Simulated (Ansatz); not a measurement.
Crystal: CuO.

```xyz
4
Lattice="1.9910 -2.1536 0.0000 1.9910 2.1536 0.0000 0.0000 0.0000 5.1559" Properties=species:S:1:pos:R:3 pbc="T T T"
Cu    0.9955   -1.0768    0.0000
Cu    0.9955    1.0768    2.5780
O     1.9910    0.0000    1.2890
O     1.9910    0.0000    3.8669
```

Measurements of this composition are mostly on another form, of space group No. 15.

Base run:

| Quantity | Value |
| --- | --- |
| Program | Ansatz 0.2.0 |
| Functional | PBE |
| Potentials or basis | Ansatz PAW |
| Cutoff | 350 eV |
| Density cutoff | 1400 eV |
| k mesh | 9 × 9 × 5 |
| Occupations | fermi-dirac, width 0.05 eV |
| Spin | no spin polarisation |

Its results: band gap on the k mesh none (metal or under the smearing width); pressure 1.2 GPa.

Problem. The run is repeated on the same cell with these changes: cutoff from 350 eV to 420 eV (not typed: the program's choice for these potentials); k mesh from 9 × 9 × 5 to 3 × 3 × 2. What comes out?

Solution. Band gap on the k mesh none (metal or under the smearing width); pressure 0.4 GPa.

Caveats: some runs use coarse meshes; the run has no spin polarisation, though such a crystal can be magnetic; semilocal functionals often make such compounds metallic where correlation or magnetic order opens a gap, which also shifts bond lengths; the pressure holds a Pulay correction of +7.2 GPa for the finite cutoff (some runs); the cutoff lies under the one recommended for these potentials (some runs).
